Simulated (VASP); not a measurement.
# ZnO (P6_3mc) in VASP: further runs

The runs below take ZnO through single point, with PBE.

Program: VASP 6.6.1. These are calculated values, not measurements. Logs are shortened: lines on timing, memory, paths and dates and some standing lists are left out, and cuts for length are marked.

## (1) The cell of the first run

The structure is hexagonal, space group P6_3mc (No. 186). Conventional cell: a = 3.280 Å, b = 3.280 Å, c = 5.294 Å, α = 90.00°, β = 90.00°, γ = 120.00°. Zn (site symmetry 3m) is surrounded by 4 O at 1.98 to 2.06 Å. O (site symmetry 3m) has 4 Zn at 1.98 to 2.06 Å as nearest neighbours.

## (2) Single point, PBE (mode 7 frozen in at +0.044 Å, normal strain along z +0.0000)

File INCAR:

```
SYSTEM = ZnO
PREC = Accurate
ENCUT = 520
EDIFF = 1E-6
ISMEAR = 0
SIGMA = 0.05
LREAL = .False.
LASPH = .True.
NELM = 100
ALGO = Normal
ISIF = 2
LWAVE = .False.
LCHARG = .False.
GGA = PE
NBANDS = 26
```

File KPOINTS:

```
Automatic mesh
0
Gamma
  9 9 6
  0 0 0
```

File POSCAR:

```
ZnO
1.0
    3.2797238684      0.0000000000      0.0000000000
   -1.6398619342      2.8403241874      0.0000000000
    0.0000000000      0.0000000000      5.2937796598
Zn O
2 2
Direct
    0.3333333333      0.6666666667     -0.0005384615
    0.6666666667      0.3333333333      0.4994615385
    0.3333333333      0.6666666667      0.3888733766
    0.6666666667      0.3333333333      0.8888733766
```

Potentials or basis: VASP PAW PBE potentials, release 64 (Zn, O).

Command:

```
$ cat potpaw_PBE.64/Zn/POTCAR potpaw_PBE.64/O/POTCAR > POTCAR
$ mpirun -np 1 vasp_std > vasp.out
```

OUTCAR:

```text
SYSTEM = ZnO
   PREC = Accurate
   ENCUT = 520
   EDIFF = 1E-6
   ISMEAR = 0
   LREAL = .False.
   LASPH = .True.
   NELM = 100
   ISIF = 2
   GGA = PE

 ion  position               nearest neighbor table
   1  0.333  0.667  0.999-   4 1.98   4 1.98   4 1.98   3 2.06
   2  0.667  0.333  0.499-   3 1.98   3 1.98   3 1.98   4 2.06
   3  0.333  0.667  0.389-   2 1.98   2 1.98   2 1.98   1 2.06
   4  0.667  0.333  0.889-   1 1.98   1 1.98   1 1.98   2 2.06

  LATTYP: Found a hexagonal cell.
 ALAT       =     3.2797238684
 C/A-ratio  =     1.6140930981

  Lattice vectors:

 A1 = (   3.2797238684,   0.0000000000,   0.0000000000)
 A2 = (  -1.6398619342,   2.8403241874,   0.0000000000)
 A3 = (   0.0000000000,   0.0000000000,   5.2937796598)

Analysis of symmetry for initial positions (statically):
=====================================================================
 Subroutine PRICEL returns:
 Original cell was already a primitive cell.

 Routine SETGRP: Setting up the symmetry group for a
 hexagonal supercell.

 Subroutine GETGRP returns: Found 12 space group operations
 (whereof  6 operations were pure point group operations)
 out of a pool of 24 trial point group operations.

The static configuration has the point symmetry C_3v.
 The point group associated with its full space group is C_6v.

Analysis of symmetry for dynamics (positions and initial velocities):
=====================================================================
 Subroutine PRICEL returns:
 Original cell was already a primitive cell.

 Routine SETGRP: Setting up the symmetry group for a
 hexagonal supercell.

 Subroutine GETGRP returns: Found 12 space group operations
 (whereof  6 operations were pure point group operations)
 out of a pool of 24 trial point group operations.

The dynamic configuration has the point symmetry C_3v.
 The point group associated with its full space group is C_6v.

 Subroutine INISYM returns: Found 12 space group operations
 (whereof  6 operations are pure point group operations),
 and found     1 'primitive' translations

----------------------------------------------------------------------------------------

                                     Primitive cell

  volume of cell :      49.3141

  direct lattice vectors                    reciprocal lattice vectors
[... 89 lines left out ...]
   ENCUT  =  520.0 eV  38.22 Ry    6.18 a.u.   6.10  6.10  9.84*2*pi/ulx,y,z
   NELM   =    100;   NELMIN=  2; NELMDL= -5     # of ELM steps
   EDIFF  = 0.1E-05   stopping-criterion for ELM
   LREAL  =      F    real-space projection
   EDIFFG = 0.1E-04   stopping-criterion for IOM
   NSW    =      0    number of steps for IOM
   IBRION =     -1    ionic relax: 0-MD 1-quasi-New 2-CG
   NFREE  =      0    steps in history (QN), initial steepest desc. (CG)
   ISIF   =      2    stress and relaxation
   ISYM   =      2    0-nonsym 1-usesym 2-fastsym
   POTIM  = 0.5000    time-step for ionic-motion
   TEBEG  =    0.0;   TEEND  =   0.0 temperature during run
   PSTRESS=    0.0 pullay stress
   NELECT =      36.0000    total number of electrons
   NUPDOWN=      -1.0000    fix difference up-down
   EMIN   =  10.00;   EMAX   =-10.00  energy-range for DOS
   EFERMI =   0.00;   METHOD = LEGACY
   ISMEAR =     0;   SIGMA  =   0.05  broadening in eV -4-tet -1-fermi 0-gaus
   EFERMI_NEDOS =   21; number of points for ismear=-14 and -15
   IALGO  =     38    algorithm
   IMIX   =      4    mixing-type and parameters
     AMIX     =   0.40;   BMIX     =  1.00
     AMIX_MAG =   1.60;   BMIX_MAG =  1.00
  volume/ion in A,a.u.               =      12.33        83.20
  Fermi-wavevector in a.u.,A,eV,Ry     =   1.474072  2.785592 29.563933  2.172888
  Thomas-Fermi vector in A             =   2.588888
   LORBIT       =      0    0 simple, 1 ext, 2 COOP (PROOUT), +10 PAW based schemes
   GGA     = PE    functional components
   LHFCALC =     F    Hartree Fock is set to
   AEXX    =    0.0000 exact exchange contribution
   IVDW    =     0    specifies the selected vdW correction
   LEPSILON=     F    determine dielectric tensor
   LRPA    =     F    only Hartree local field effects (RPA)
 non-spin polarized calculation
 Gauss-broadening in eV      SIGMA  =   0.05
  energy-cutoff  :      520.00
  volume of cell :       49.31
 maximum number of plane-waves:      1350
   NGX = 13   NGY = 13   NGZ = 19

 number of electron      36.0000038 magnetization

 Free energy of the ion-electron system (eV)
  ---------------------------------------------------
  ext. energy  EPLUGINS =         0.00000000
  ---------------------------------------------------
  free energy    TOTEN  =       -17.84512947 eV

  energy without entropy =      -17.84512947  energy(sigma->0) =      -17.84512947

 E-fermi :   1.1142     XC(G=0): -10.7226

 val. band max:        0.9086927005   @ k =   0.0000   0.0000   0.0000
 cond. band min:       1.6412788634   @ k =   0.0000   0.0000   0.0000
 fundamental gap:      0.7325861629
 Fermi energy:         1.1141639491

 k-point     1 :       0.0000    0.0000    0.0000
  band No.  band energies     occupation
      1     -16.9270      2.00000
      2     -16.2696      2.00000
      3      -4.6927      2.00000
      4      -4.6927      2.00000
      5      -4.5498      2.00000
      6      -4.5498      2.00000
[... 685 lines left out ...]
     25      14.1220      0.00000
     26      14.9432      0.00000

 [... further k-points ...]

------------------------ aborting loop because EDIFF is reached ----------------------------------------

  FORCE on cell =-STRESS in cart. coord.  units (eV):
  Direction    XX          YY          ZZ          XY          YZ          ZX
  --------------------------------------------------------------------------------------
  -------------------------------------------------------------------------------------
  Total        0.7072988      0.7072988     -0.4185284      0.0000000     -0.0000000      0.0000000
  in kB       22.9796002     22.9796002    -13.5976704      0.0000000     -0.0000000      0.0000000
  external PRESSURE =      10.7871767 kB  Pullay stress =       0.0000000 kB

 VOLUME and BASIS-vectors are now :
 -----------------------------------------------------------------------------
  energy-cutoff  :      520.00
  volume of cell :       49.31
      direct lattice vectors                 reciprocal lattice vectors
     3.279723868  0.000000000  0.000000000     0.304903718  0.176036243  0.000000000
    -1.639861934  2.840324187  0.000000000     0.000000000  0.352072487  0.000000000
     0.000000000  0.000000000  5.293779660     0.000000000  0.000000000  0.188900949

 POSITION                                       TOTAL-FORCE (eV/Angst)
 -----------------------------------------------------------------------------------
     -0.00000      1.89355      5.29093        -0.000000      0.000000      0.269808
      1.63986      0.94677      2.64404         0.000000      0.000000      0.269808
     -0.00000      1.89355      2.05861        -0.000000      0.000000     -0.269808
      1.63986      0.94677      4.70550         0.000000      0.000000     -0.269808
 -----------------------------------------------------------------------------------
    total drift:                               -0.000000     -0.000000      0.000045

  FREE ENERGIE OF THE ION-ELECTRON SYSTEM (eV)
  ---------------------------------------------------
  free  energy   TOTEN  =       -17.8451294697 eV

  energy  without entropy=      -17.8451294696  energy(sigma->0) =      -17.84512947
```

OSZICAR:

```text
N       E                     dE             d eps       ncg     rms          rms(c)
DAV:   1     0.295772827680E+03    0.29577E+03   -0.18029E+04  2528   0.198E+03
DAV:   2     0.111876239218E+02   -0.28459E+03   -0.26702E+03  2668   0.409E+02
DAV:   3    -0.204723621849E+02   -0.31660E+02   -0.31254E+02  2776   0.139E+02
DAV:   4    -0.210916635069E+02   -0.61930E+00   -0.61792E+00  2744   0.199E+01
DAV:   5    -0.210949051485E+02   -0.32416E-02   -0.32414E-02  2746   0.148E+00    0.141E+01
DAV:   6    -0.176796633835E+02    0.34152E+01   -0.68041E+00  3968   0.627E+01    0.852E+00
DAV:   7    -0.178837897386E+02   -0.20413E+00   -0.29590E+00  2572   0.172E+01    0.513E+00
DAV:   8    -0.178931667538E+02   -0.93770E-02   -0.51982E-01  3568   0.742E+00    0.163E+00
DAV:   9    -0.178424299768E+02    0.50737E-01   -0.10489E-01  3612   0.632E+00    0.300E-01
DAV:  10    -0.178449854032E+02   -0.25554E-02   -0.35967E-02  2520   0.134E+00    0.125E-01
DAV:  11    -0.178451037745E+02   -0.11837E-03   -0.67499E-04  2736   0.458E-01    0.434E-02
DAV:  12    -0.178451215271E+02   -0.17753E-04   -0.19094E-04  3144   0.399E-01    0.155E-02
DAV:  13    -0.178451343254E+02   -0.12798E-04   -0.38515E-05  2772   0.989E-02    0.193E-02
DAV:  14    -0.178451296562E+02    0.46692E-05   -0.17098E-05  2720   0.367E-02    0.203E-03
DAV:  15    -0.178451294697E+02    0.18655E-06   -0.13889E-06  1812   0.112E-02
   1 F= -.17845129E+02 E0= -.17845129E+02  d E =-.538126E-11
```

stdout:

```text
POSCAR found type information on POSCAR ZnO
 POSCAR found :  2 types and       4 ions
 scaLAPACK will be used
 LDA part: xc-table for (Slater+PW92), standard interpolation
 POSCAR, INCAR and KPOINTS ok, starting setup
 FFT: planning ... GRIDC
 FFT: planning ... GRID_SOFT
 FFT: planning ... GRID
 WAVECAR not read
 entering main loop
```

Run time: 50 s. Hardware: 1 thread of Intel Xeon Platinum 8259CL at 2.50GHz (Skylake/Cascade Lake), shared host; peak memory 0.19 GiB.

Results:

| Item | Value |
| --- | --- |
| Free energy | -17.8451 eV |
| Pressure | 1.1 GPa |
| Largest force | 0.270 eV/Å |
| Band gap on the k mesh | 0.73 eV, direct |

Forces on the atoms (eV/Å):
```
Zn   0.000  0.000  0.270
Zn   0.000  0.000  0.270
O    0.000  0.000 -0.270
O    0.000  0.000 -0.270
```

(Part 1 of 2 ends here.)
